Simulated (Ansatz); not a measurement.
# ZnS (F-43m), one atom moved over a plane

These are results of Ansatz, DFT PBE, scalar-relativistic, plane waves, PAW, not measurements. Settings: plane waves to 420 eV, k-mesh 8×8×8 (Γ-centred), Gaussian smearing 0.05 eV. No spin polarisation. Energies are free energies at this smearing, counted from the undisturbed cell; pressure is positive in compression.

Zero of the scan (relaxed at this level):

```yaml
crystal:
  lattice:
    - [0.00000, 2.72156, 2.72156]
    - [2.72156, 0.00000, 2.72156]
    - [2.72156, 2.72156, 0.00000]
  atoms:
    - { symbol: Zn, position: [0.00000, 0.00000, 0.00000] }
    - { symbol: S, position: [0.75000, 0.75000, 0.75000] }
```

Atom 2 (S) is moved by p along (0.707, 0.707, 0.000) and q along (0.000, 0.000, 1.000) (Å), all else fixed. Points are written (p, q).

p was sampled at -0.600, -0.300, 0.000, 0.300, 0.600 and q at -0.600, -0.300, 0.000, 0.300, 0.600.

Task: Where on the computed points is the energy highest, and how high?

Result: At (-0.600, 0.600), (0.600, 0.600): 7.91 eV/cell.

Task: Away from (0, 0), which computed point is lowest?

Result: (0.000, -0.300), (0.000, 0.300): 0.23 eV/cell.

The map, in eV/cell:

| p \ q | -0.600 | -0.300 | 0.000 | 0.300 | 0.600 |
| --- | --- | --- | --- | --- | --- |
| -0.600 | 0.58 | 0.47 | 1.25 | 3.56 | 7.91 |
| -0.300 | 0.77 | 0.27 | 0.26 | 0.92 | 2.23 |
| 0.000 | 0.86 | 0.23 | 0.00 | 0.23 | 0.86 |
| 0.300 | 0.77 | 0.27 | 0.26 | 0.92 | 2.23 |
| 0.600 | 0.58 | 0.47 | 1.25 | 3.56 | 7.91 |

Cost: 13 runs of about 0.46 core-minutes in all, on AMD EPYC 9R45 (Zen 5) (shared hosts).